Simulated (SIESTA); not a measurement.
Runs of SIESTA 5.4.2 on MgS (Niningerite). Symmetry: Fm-3m, No. 225, cubic system. Conventional cell: a = 5.203 Å, b = 5.203 Å, c = 5.203 Å, α = 90.00°, β = 90.00°, γ = 90.00°. S (site symmetry m-3m) has 6 Mg at 2.60 Å as nearest neighbours. Around Mg (site symmetry m-3m) lie 6 S at 2.60 Å. 

```tsv
task	level	potentials or basis	cell	k mesh	optimiser	force tolerance	stress tolerance (GPa)	displacement	polarization grid	grid cutoff	gap on the mesh (eV)	pressure (GPa)
band structure	PBEsol	PseudoDojo 0.4 standard (PBEsol files), DZP (energy shift 0.003 Ry; two zetas on semicore shells)	as given	9 × 9 × 9	-	-	-	-	-	800 Ry	2.78	1.2
relaxation of cell and atoms	PBEsol	PseudoDojo 0.4 standard (PBEsol files), DZP (energy shift 0.003 Ry; two zetas on semicore shells)	relaxed	7 × 7 × 7	Broyden	0.01 eV/Å	0.05	-	-	1200 Ry	2.83	0.0
band structure	LDA	PseudoDojo 0.4 standard (LDA files), DZP (energy shift 0.003 Ry; two zetas on semicore shells)	as given	9 × 9 × 9	-	-	-	-	-	800 Ry	2.63	(a)
optical spectrum	PBEsol	PseudoDojo 0.4 standard (PBEsol files), DZP (energy shift 0.003 Ry; two zetas on semicore shells)	as given	9 × 9 × 9	-	-	-	-	-	800 Ry	2.78	1.2
```

Alike in all rows: no spin polarisation; smearing fermi-dirac 0.05 eV; energy shift 0.003 Ry.

Task: Estimate the missing entries.

Result: (a) -0.9.

Caveats: the basis of atomic orbitals isn't converged, which shifts pressures, moduli and gaps; the mesh misses the band edges, which the band path finds closer together (some runs); an odd mesh through Γ misses points on the zone boundary, where band edges often lie (some runs); the basis holds too few empty states to meet the f-sum rule, so the spectrum is short of weight at high energy (some runs); spectra need much finer meshes, so this one isn't converged (some runs); independent-particle spectra lack excitons (some runs).

Runs at the PBE level aren't shown here.
